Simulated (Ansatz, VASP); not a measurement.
## SnO in VASP and in Ansatz

```xyz
4
Lattice="3.7765 0.0000 0.0000 0.0000 3.7765 0.0000 0.0000 0.0000 4.8035" Properties=species:S:1:pos:R:3 pbc="T T T"
Sn    0.0000    1.8882    1.1456
Sn    1.8882    0.0000    3.6579
O     0.0000    0.0000    0.0000
O     1.8882    1.8882    0.0000
```

Change from the starting cell: volume scaled by 0.98.

Alike in both runs: task single point; functional LDA; k mesh 6 × 6 × 5; occupations fermi-dirac, width 0.02 eV; no spin polarisation.

|  | VASP | Ansatz |
| --- | --- | --- |
| version | VASP 6.6.1 | Ansatz 0.2.0 |
| potentials or method | VASP PAW LDA potentials, release 64 (Sn_d, O), cutoff 520 eV | all-electron LAPW, scalar-relativistic |

Ansatz gave:

* pressure (GPa): -0.9
* largest component of the traceless stress (GPa): 0.18
* rms of the force components (eV/Å): 0.012

Question: What did VASP give for the same quantities?

Answer: Pressure (GPa): -0.6; largest component of the traceless stress (GPa): 0.17; rms of the force components (eV/Å): 0.060.

Atom by atom the forces differ by 0.048 eV/Å (rms over components). Ansatz ran all-electron here, so the differences hold the error of VASP's frozen core and of both bases.
